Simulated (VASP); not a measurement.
# InP (F-43m) in VASP: a series of runs

The runs below take InP through single point, with PBE.

Everything below comes from runs of VASP 6.6.1. Logs are shortened: lines on timing, memory, paths and dates and some standing lists are left out, and cuts for length are marked.

**Experimental background.**

From a printed reference work, data compilation, for a bulk crystal of InP at 1.6 K: band gap 1.4236 eV (direct).

How close the calculation comes is told below.

**1. The cell of the first run**

Symmetry: F-43m, No. 216, cubic system. Conventional cell: a = 5.741 Å, b = 5.741 Å, c = 5.741 Å, α = 90.00°, β = 90.00°, γ = 90.00°. In (site symmetry -43m) has 4 P at 2.49 Å within 3.3 Å. P (site symmetry -43m) has 4 In at 2.49 Å within 3.3 Å.

**2. Single point, PBE**

Contents of INCAR:

```
PREC = Accurate
ENCUT = 500
EDIFF = 1E-6
ISMEAR = 0
SIGMA = 0.01
LREAL = False
LASPH = True
NELM = 120
ALGO = Normal
ISIF = 2
LWAVE = False
LCHARG = True
GGA = PE
LELF = True
LVHAR = True
NBANDS = 16
GGA_COMPAT = False
```

Contents of KPOINTS:

```
regular mesh
0
Gamma
  6 6 6
```

Contents of POSCAR:

```
InP
1.0
    0.0000000000      2.8706770916      2.8706770916
    2.8706770916      0.0000000000      2.8706770916
    2.8706770916      2.8706770916      0.0000000000
In P
1 1
Direct
    0.0000000000      0.0000000000      0.0000000000
    0.2500000000      0.2500000000      0.2500000000
```

Potentials or basis: VASP PAW PBE potentials, release 64 (In_d, P).

Launch:

```bash
> cat potpaw_PBE.64/In_d/POTCAR potpaw_PBE.64/P/POTCAR > POTCAR
> mpirun -np 1 vasp_std > vasp.out
```

OUTCAR:

```text
PREC = Accurate
   ENCUT = 500
   EDIFF = 1E-6
   ISMEAR = 0
   LREAL = False
   LASPH = True
   NELM = 120
   ISIF = 2
   GGA = PE

 ion  position               nearest neighbor table
   1  0.000  0.000  0.000-   2 2.49   2 2.49   2 2.49   2 2.49
   2  0.250  0.250  0.250-   1 2.49   1 2.49   1 2.49   1 2.49

  LATTYP: Found a face centered cubic cell.
 ALAT       =     5.7413541832

  Lattice vectors:

 A1 = (   0.0000000000,   2.8706770916,   2.8706770916)
 A2 = (   2.8706770916,   0.0000000000,   2.8706770916)
 A3 = (   2.8706770916,   2.8706770916,   0.0000000000)

Analysis of symmetry for initial positions (statically):
=====================================================================
 Subroutine PRICEL returns:
 Original cell was already a primitive cell.

 Routine SETGRP: Setting up the symmetry group for a
 face centered cubic supercell.

 Subroutine GETGRP returns: Found 24 space group operations
 (whereof 24 operations were pure point group operations)
 out of a pool of 48 trial point group operations.

The static configuration has the point symmetry T_d .

Analysis of symmetry for dynamics (positions and initial velocities):
=====================================================================
 Subroutine PRICEL returns:
 Original cell was already a primitive cell.

 Routine SETGRP: Setting up the symmetry group for a
 face centered cubic supercell.

 Subroutine GETGRP returns: Found 24 space group operations
 (whereof 24 operations were pure point group operations)
 out of a pool of 48 trial point group operations.

The dynamic configuration has the point symmetry T_d .

 Subroutine INISYM returns: Found 24 space group operations
 (whereof 24 operations are pure point group operations),
 and found     1 'primitive' translations

----------------------------------------------------------------------------------------

                                     Primitive cell

  volume of cell :      47.3133

  direct lattice vectors                    reciprocal lattice vectors
     0.000000000  2.870677092  2.870677092    -0.174174936  0.174174936  0.174174936
     2.870677092  0.000000000  2.870677092     0.174174936 -0.174174936  0.174174936
     2.870677092  2.870677092  0.000000000     0.174174936  0.174174936 -0.174174936

  length of vectors
     4.059750476  4.059750476  4.059750476     0.301679839  0.301679839  0.301679839

  position of ions in fractional coordinates (direct lattice)
     0.000000000  0.000000000  0.000000000
     0.250000000  0.250000000  0.250000000

  ion indices of the primitive-cell ions
   primitive index   ion index
                 1           1
                 2           2

----------------------------------------------------------------------------------------

 KPOINTS: regular mesh

Automatic generation of k-mesh.
 Grid dimensions read from file:
 generate k-points for:    6    6    6

 Generating k-lattice:

  Cartesian coordinates                     Fractional coordinates (reciprocal lattice)
    -0.029029156  0.029029156  0.029029156     0.166666667  0.000000000  0.000000000
     0.029029156 -0.029029156  0.029029156     0.000000000  0.166666667  0.000000000
     0.029029156  0.029029156 -0.029029156     0.000000000  0.000000000  0.166666667

  Length of vectors
     0.050279973  0.050279973  0.050279973

  Shift w.r.t. Gamma in fractional coordinates (k-lattice)
     0.000000000  0.000000000  0.000000000

 Subroutine IBZKPT returns following result:
 ===========================================

 Found     16 irreducible k-points:

 Following reciprocal coordinates:
            Coordinates               Weight
  0.000000  0.000000  0.000000      1.000000
  0.166667  0.000000  0.000000      8.000000
  0.333333  0.000000  0.000000      8.000000
  0.500000  0.000000  0.000000      4.000000
  0.166667  0.166667  0.000000      6.000000
  0.333333  0.166667  0.000000     24.000000
[... 8 lines left out ...]
 -0.333333  0.333333  0.166667     24.000000
 -0.333333  0.500000  0.166667     12.000000
   k-points           NKPTS =     16   k-points in BZ     NKDIM =     16   number of bands    NBANDS=     16
   number of dos      NEDOS =    301   number of ions     NIONS =      2
   total plane-waves  NPLWV =  27000
   dimension x,y,z NGX =    30 NGY =   30 NGZ =   30
   dimension x,y,z NGXF=    60 NGYF=   60 NGZF=   60
   ions per type =               1   1
   NGX,Y,Z   is equivalent  to a cutoff of  12.28, 12.28, 12.28 a.u.
   NGXF,Y,Z  is equivalent  to a cutoff of  24.57, 24.57, 24.57 a.u.
 SYSTEM =  unknown system
   PREC   = accura    normal or accurate (medium, high low for compatibility)
   ISTART =      0    job   : 0-new  1-cont  2-samecut
   ICHARG =      2    charge: 1-file 2-atom 10-const
   ISPIN  =      1    spin polarized calculation?
   LNONCOLLINEAR =      F non collinear calculations
   LSORBIT =      F    spin-orbit coupling
   LASPH  =      T    aspherical Exc in radial PAW
   ENCUT  =  500.0 eV  36.75 Ry    6.06 a.u.   7.40  7.40  7.40*2*pi/ulx,y,z
   NELM   =    120;   NELMIN=  2; NELMDL= -5     # of ELM steps
   EDIFF  = 0.1E-05   stopping-criterion for ELM
   LREAL  =      F    real-space projection
   EDIFFG = 0.1E-04   stopping-criterion for IOM
   NSW    =      0    number of steps for IOM
   IBRION =     -1    ionic relax: 0-MD 1-quasi-New 2-CG
   NFREE  =      0    steps in history (QN), initial steepest desc. (CG)
   ISIF   =      2    stress and relaxation
   ISYM   =      2    0-nonsym 1-usesym 2-fastsym
   POTIM  = 0.5000    time-step for ionic-motion
   TEBEG  =    0.0;   TEEND  =   0.0 temperature during run
   PSTRESS=    0.0 pullay stress
   NELECT =      18.0000    total number of electrons
   NUPDOWN=      -1.0000    fix difference up-down
   EMIN   =  10.00;   EMAX   =-10.00  energy-range for DOS
   EFERMI =   0.00;   METHOD = LEGACY
   ISMEAR =     0;   SIGMA  =   0.01  broadening in eV -4-tet -1-fermi 0-gaus
   EFERMI_NEDOS =   21; number of points for ismear=-14 and -15
   IALGO  =     38    algorithm
   IMIX   =      4    mixing-type and parameters
     AMIX     =   0.40;   BMIX     =  1.00
     AMIX_MAG =   1.60;   BMIX_MAG =  1.00
  volume/ion in A,a.u.               =      23.66       159.64
  Fermi-wavevector in a.u.,A,eV,Ry     =   1.186237  2.241662 19.145537  1.407157
  Thomas-Fermi vector in A             =   2.322414
   LORBIT       =      0    0 simple, 1 ext, 2 COOP (PROOUT), +10 PAW based schemes
   GGA     = PE    functional components
   LHFCALC =     F    Hartree Fock is set to
   AEXX    =    0.0000 exact exchange contribution
   IVDW    =     0    specifies the selected vdW correction
   LEPSILON=     F    determine dielectric tensor
   LRPA    =     F    only Hartree local field effects (RPA)
 non-spin polarized calculation
 Gauss-broadening in eV      SIGMA  =   0.01
  energy-cutoff  :      500.00
  volume of cell :       47.31
 maximum number of plane-waves:      1243
 NGX is ok and might be reduce to    30
   NGX = 15   NGY = 15   NGZ = 15

 number of electron      17.9999999 magnetization

 Free energy of the ion-electron system (eV)
  ---------------------------------------------------
  ext. energy  EPLUGINS =         0.00000000
  ---------------------------------------------------
  free energy    TOTEN  =        -8.26034780 eV

  energy without entropy =       -8.26034780  energy(sigma->0) =       -8.26034780

 E-fermi :   5.9547     XC(G=0):  -9.5582

 val. band max:        5.8985319271   @ k =   0.0000   0.0000   0.0000
 cond. band min:       6.9440845002   @ k =   0.0000   0.0000   0.0000
 fundamental gap:      1.0455525731
 Fermi energy:         5.9546659586

 k-point     1 :       0.0000    0.0000    0.0000
  band No.  band energies     occupation
      1      -8.4357      2.00000
      2      -8.4357      2.00000
      3      -8.4357      2.00000
      4      -8.2502      2.00000
      5      -8.2502      2.00000
      6      -6.0635      2.00000
[... 8 lines left out ...]
     15      15.4395      0.00000
     16      15.4395      0.00000

 k-point     2 :       0.1667    0.0000    0.0000
  band No.  band energies     occupation
      1      -8.4777      2.00000
      2      -8.4203      2.00000
      3      -8.4203      2.00000
      4      -8.2497      2.00000
      5      -8.2497      2.00000
      6      -5.7170      2.00000
[... 8 lines left out ...]
     15      14.5608      0.00000
     16      15.5853      0.00000

 k-point     3 :       0.3333    0.0000    0.0000
  band No.  band energies     occupation
      1      -8.5530      2.00000
      2      -8.3961      2.00000
      3      -8.3961      2.00000
      4      -8.2416      2.00000
      5      -8.2416      2.00000
      6      -4.8166      2.00000
[... 8 lines left out ...]
     15      15.0852      0.00000
     16      15.0852      0.00000

 k-point     4 :       0.5000    0.0000    0.0000
  band No.  band energies     occupation
      1      -8.5874      2.00000
      2      -8.3880      2.00000
      3      -8.3880      2.00000
      4      -8.2332      2.00000
      5      -8.2332      2.00000
      6      -4.1227      2.00000
[... 8 lines left out ...]
     15      16.6811      0.00000
     16      16.6811      0.00000

 k-point     5 :       0.1667    0.1667    0.0000
  band No.  band energies     occupation
      1      -8.5051      2.00000
      2      -8.4046      2.00000
      3      -8.4046      2.00000
      4      -8.2641      2.00000
      5      -8.2393      2.00000
      6      -5.6045      2.00000
[... 8 lines left out ...]
     15      15.6771      0.00000
     16      16.8050      0.00000

 k-point     6 :       0.3333    0.1667    0.0000
  band No.  band energies     occupation
      1      -8.5629      2.00000
      2      -8.3829      2.00000
      3      -8.3764      2.00000
      4      -8.2704      2.00000
      5      -8.2298      2.00000
      6      -4.8831      2.00000
[... 8 lines left out ...]
     15      15.9591      0.00000
     16      16.8713      0.00000

 k-point     7 :       0.5000    0.1667    0.0000
  band No.  band energies     occupation
      1      -8.5957      2.00000
      2      -8.3780      2.00000
      3      -8.3655      2.00000
      4      -8.2558      2.00000
      5      -8.2292      2.00000
      6      -3.9987      2.00000
[... 8 lines left out ...]
     15      16.7346      0.00000
     16      17.1406      0.00000

 k-point     8 :      -0.3333    0.1667    0.0000
  band No.  band energies     occupation
      1      -8.5811      2.00000
      2      -8.3819      2.00000
      3      -8.3746      2.00000
      4      -8.2468      2.00000
      5      -8.2414      2.00000
      6      -4.2497      2.00000
[... 8 lines left out ...]
     15      16.1767      0.00000
     16      17.2456      0.00000

 k-point     9 :      -0.1667    0.1667    0.0000
  band No.  band energies     occupation
      1      -8.5287      2.00000
      2      -8.4021      2.00000
      3      -8.3955      2.00000
      4      -8.2569      2.00000
      5      -8.2411      2.00000
      6      -5.1814      2.00000
[... 8 lines left out ...]
     15      15.5337      0.00000
     16      17.1707      0.00000

 k-point    10 :       0.3333    0.3333    0.0000
  band No.  band energies     occupation
      1      -8.6161      2.00000
      2      -8.3399      2.00000
      3      -8.3399      2.00000
      4      -8.2982      2.00000
      5      -8.2174      2.00000
      6      -4.4054      2.00000
[... 8 lines left out ...]
     15      16.2775      0.00000
     16      19.6890      0.00000

 k-point    11 :       0.5000    0.3333    0.0000
  band No.  band energies     occupation
      1      -8.6364      2.00000
      2      -8.3368      2.00000
      3      -8.3238      2.00000
      4      -8.2950      2.00000
      5      -8.2165      2.00000
      6      -3.6535      2.00000
[... 8 lines left out ...]
     15      16.8896      0.00000
     16      18.2604      0.00000

 k-point    12 :      -0.3333    0.3333    0.0000
  band No.  band energies     occupation
      1      -8.6139      2.00000
      2      -8.3611      2.00000
      3      -8.3374      2.00000
      4      -8.2688      2.00000
      5      -8.2355      2.00000
      6      -3.5554      2.00000
[... 8 lines left out ...]
     15      15.2143      0.00000
     16      19.3355      0.00000

 k-point    13 :       0.5000    0.5000    0.0000
  band No.  band energies     occupation
      1      -8.6633      2.00000
      2      -8.3168      2.00000
      3      -8.3062      2.00000
      4      -8.3062      2.00000
      5      -8.2065      2.00000
      6      -3.3974      2.00000
[... 8 lines left out ...]
     15      16.6862      0.00000
     16      17.9139      0.00000

 k-point    14 :       0.5000    0.3333    0.1667
  band No.  band energies     occupation
      1      -8.6009      2.00000
      2      -8.3687      2.00000
      3      -8.3459      2.00000
      4      -8.2756      2.00000
      5      -8.2276      2.00000
      6      -4.1150      2.00000
[... 8 lines left out ...]
     15      17.3111      0.00000
     16      17.9087      0.00000

 k-point    15 :      -0.3333    0.3333    0.1667
  band No.  band energies     occupation
      1      -8.6126      2.00000
      2      -8.3692      2.00000
      3      -8.3328      2.00000
      4      -8.2684      2.00000
      5      -8.2338      2.00000
      6      -3.5537      2.00000
[... 8 lines left out ...]
     15      17.2622      0.00000
     16      17.7394      0.00000

 k-point    16 :      -0.3333    0.5000    0.1667
  band No.  band energies     occupation
      1      -8.6351      2.00000
      2      -8.3462      2.00000
      3      -8.3182      2.00000
      4      -8.2857      2.00000
      5      -8.2232      2.00000
      6      -3.3198      2.00000
[... 8 lines left out ...]
     15      17.3752      0.00000
     16      18.1452      0.00000

------------------------ aborting loop because EDIFF is reached ----------------------------------------

  FORCE on cell =-STRESS in cart. coord.  units (eV):
  Direction    XX          YY          ZZ          XY          YZ          ZX
  --------------------------------------------------------------------------------------
  -------------------------------------------------------------------------------------
  Total        2.5274308      2.5274308      2.5274308     -0.0000000      0.0000000     -0.0000000
  in kB       85.5868088     85.5868088     85.5868088     -0.0000000      0.0000000     -0.0000000
  external PRESSURE =      85.5868088 kB  Pullay stress =       0.0000000 kB

 VOLUME and BASIS-vectors are now :
 -----------------------------------------------------------------------------
  energy-cutoff  :      500.00
  volume of cell :       47.31
      direct lattice vectors                 reciprocal lattice vectors
     0.000000000  2.870677092  2.870677092    -0.174174936  0.174174936  0.174174936
     2.870677092  0.000000000  2.870677092     0.174174936 -0.174174936  0.174174936
     2.870677092  2.870677092  0.000000000     0.174174936  0.174174936 -0.174174936

 POSITION                                       TOTAL-FORCE (eV/Angst)
 -----------------------------------------------------------------------------------
      0.00000      0.00000      0.00000        -0.000000     -0.000000     -0.000000
      1.43534      1.43534      1.43534         0.000000      0.000000      0.000000
 -----------------------------------------------------------------------------------
    total drift:                               -0.000000     -0.000000     -0.000000

  FREE ENERGIE OF THE ION-ELECTRON SYSTEM (eV)
  ---------------------------------------------------
  free  energy   TOTEN  =        -8.2603477977 eV

  energy  without entropy=       -8.2603477977  energy(sigma->0) =       -8.26034780
```

It took 14 s on 1 thread of AMD EPYC 7R43 (Zen 3), shared host; peak memory 0.13 GiB.

What came out:

| Property | Result |
| --- | --- |
| Free energy | -8.2603 eV |
| Pressure | 8.6 GPa |
| Band gap on the k mesh | 1.05 eV, direct |

Levels at points of the mesh, in eV from the valence-band top:
| k point | band 5 | band 6 | band 7 | band 8 | band 9 | band 10 | band 11 | band 12 | band 13 | band 14 |
| --- | --- | --- | --- | --- | --- | --- | --- | --- | --- | --- |
| (0.00, 0.00, 0.00) | -14.15 | -11.96 | 0.00 | 0.00 | 0.00 | 1.05 | 4.08 | 4.08 | 4.08 | 8.87 |
| (0.50, 0.00, 0.00) | -14.13 | -10.02 | -6.08 | -1.07 | -1.07 | 1.65 | 4.80 | 4.80 | 7.21 | 9.78 |
| (0.50, 0.50, 0.00) | -14.11 | -9.30 | -6.03 | -2.54 | -2.54 | 1.65 | 2.25 | 9.61 | 10.01 | 10.01 |

Caveat: spin-orbit coupling is left out, which moves the levels of the heavy elements.

(Part 1 of 3 ends here.)
